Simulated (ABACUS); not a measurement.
Crystal: SnSe2.

```
CELL_PARAMETERS angstrom
3.81100 0.00000 0.00000
-1.90550 3.30042 0.00000
0.00000 0.00000 6.13600
ATOMIC_POSITIONS crystal
Sn 0.00000 0.00000 0.00000
Se 0.66667 0.33333 0.75100
Se 0.33333 0.66667 0.24900
```

Base run:

* Program: ABACUS 3.10.1
* Functional: M06-L
* Potentials or basis: SG15 ONCV 1.2 PBE
* Cutoff: 1374 eV
* Density cutoff: 5497 eV
* Basis: plane waves
* k mesh: 5 × 5 × 3
* Occupations: fermi-dirac, width 0.05 eV
* Spin: no spin polarisation

Its results: band gap on the k mesh 0.87 eV, indirect (least direct gap 1.33 eV); pressure 4.7 GPa; largest force 0.760 eV/Å.

The run is repeated on the same cell with these changes: functional from M06-L to rSCAN. What comes out?

Band gap on the k mesh 0.82 eV, indirect (least direct gap 1.16 eV); pressure 3.7 GPa; largest force 0.535 eV/Å.

Caveats: the potentials were made for another functional, which shifts forces and pressure; spin-orbit coupling is left out, which moves the levels of the heavy elements; an odd mesh through Γ misses points on the zone boundary, where band edges often lie.

Not every run made on this cell is shown here.
